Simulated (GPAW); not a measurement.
Write an ASE script for GPAW 26.7.0 that does the following.

```yaml
Task: single point
Functional: PBE
Potentials_or_basis: GPAW PAW data sets (gpaw-data 1.2.1)
Cutoff: 450 eV
Basis: pw
k_mesh: 8 × 8 × 2
Occupations: fermi-dirac, width 0.05 eV
Spin: no spin polarisation
Maxiter: 120
Convergence: default
```

The system is MoS2.

```
Mo S
1.0
     3.16900    0.00000    0.00000
    -1.58450    2.74443    0.00000
     0.00000    0.00000   12.32400
Mo S
2 4
Direct
  0.66667 0.33333 0.75000
  0.33333 0.66667 0.25000
  0.66667 0.33333 0.37700
  0.33333 0.66667 0.87700
  0.66667 0.33333 0.12300
  0.33333 0.66667 0.62300
```

The input as run:

run.py

```python
from ase import Atoms
from ase.dft.bandgap import bandgap
from ase.io import write
from ase.units import GPa
from gpaw import GPAW, PW

atoms = Atoms(['Mo', 'Mo', 'S', 'S', 'S', 'S'],
              cell=[[3.169, 0.0, 0.0],
                    [-1.5845, 2.7444345046, 0.0],
                    [0.0, 0.0, 12.324]],
              scaled_positions=[[0.6666666667, 0.3333333333, 0.75],
                                [0.3333333333, 0.6666666667, 0.25],
                                [0.6666666667, 0.3333333333, 0.377],
                                [0.3333333333, 0.6666666667, 0.877],
                                [0.6666666667, 0.3333333333, 0.123],
                                [0.3333333333, 0.6666666667, 0.623]],
              pbc=True)

calc = GPAW(mode=PW(450),
            xc='PBE',
            kpts={'size': (8, 8, 2), 'gamma': True},
            occupations={'name': 'fermi-dirac', 'width': 0.05},
            nbands=46,
            maxiter=120,
            txt='gpaw.txt')
atoms.calc = calc
energy = atoms.get_potential_energy()
forces = atoms.get_forces()
stress = atoms.get_stress()
calc.write('gs.gpw')
write('result.traj', atoms)
print(f'Energy: {energy:.6f} eV')
print('Forces (eV/A):')
print(forces.round(4))
print('Stress (GPa):', (stress / GPa).round(3))
print('Fermi level:', round(calc.get_fermi_level(), 4), 'eV')
print(f'Gap: {bandgap(calc)[0]:.4f} eV, direct: {bandgap(calc, direct=True)[0]:.4f} eV')
```

Potentials or basis: GPAW PAW data sets (gpaw-data 1.2.1), pw.

The run is started by

```console
$ OMP_NUM_THREADS=1 python run.py
```

It gave:

```json
{
 "Pressure": "1.8 GPa",
 "Largest force": "0.057 eV/Å",
 "Band gap on the k mesh": "0.97 eV, indirect (least direct gap 1.91 eV)"
}
```

Caveat: the cutoff is short for stress and forces, so pressures can be off by a GPa or more; this functional lacks dispersion, which binds the layers, so the pressure and a relaxed spacing across them are unreliable.

It took 67 s on 1 thread of Intel(R) Xeon(R) Processor @ 2.50GHz (Skylake/Cascade Lake), with other jobs on the host, peak memory 0.2 GiB.
